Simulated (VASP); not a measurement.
**MoS2 under changes of volume**

One of the cells (17.299 Å³/atom); the others are scaled copies at fixed shape and fractional positions:

```xyz
6
Lattice="3.1488 0.0000 0.0000 -1.5744 2.7269 0.0000 0.0000 0.0000 12.0876" Properties=species:S:1:pos:R:3 pbc="T T T"
Mo    1.5744    0.9090    9.0657
Mo    0.0000    1.8180    3.0219
S     1.5744    0.9090    4.5871
S     0.0000    1.8180   10.6309
S     1.5744    0.9090    1.4567
S     0.0000    1.8180    7.5006
```

```yaml
Program: VASP 6.6.1
Functional: PBE
Dispersion: D3(BJ)
Potentials_or_basis: VASP PAW PBE potentials, release 64 (Mo_sv, S)
Cutoff: 520 eV
k_mesh: 8 × 8 × 4
Occupations: gaussian, width 0.02 eV
Spin: no spin polarisation
```

```tsv
volume (Å³/atom)	energy over the lowest point (meV/atom)	pressure (GPa)	gap on the mesh (eV)	largest force (eV/Å)
16.607	14.67	6.9	0.86	0.698
16.953	3.58	3.3	0.88	0.337
17.299	0.00	0.0	0.90	0.003
17.645	3.14	-3.0	0.92	0.306
17.991	?	?	?	?
```

Q: What does the run at 17.991 Å³/atom give?

A: Energy over the lowest point 12.31 meV/atom; pressure -5.6 GPa; gap on the mesh 0.93 eV; largest force 0.592 eV/Å.

Worked out: A Birch-Murnaghan fit of order 2 (a polynomial in V^(-2/3)) to the other rows has its minimum at 17.30 Å³/atom with B0 = V·E''(V) = 156 GPa at fixed shape and positions, which overstates the stiffness. It gives 12.42 meV/atom at 17.991 Å³/atom, against the run's 12.31, and -dE/dV = -5.6 GPa, against -5.6. A straight line through the other rows of the gap, of slope 0.99 eV per unit of ln V, extrapolates to 0.94 eV, against the run's 0.93.

Energies are extrapolated to zero smearing.

A mesh can miss the band edges. Spin-orbit coupling on Mo is left out.
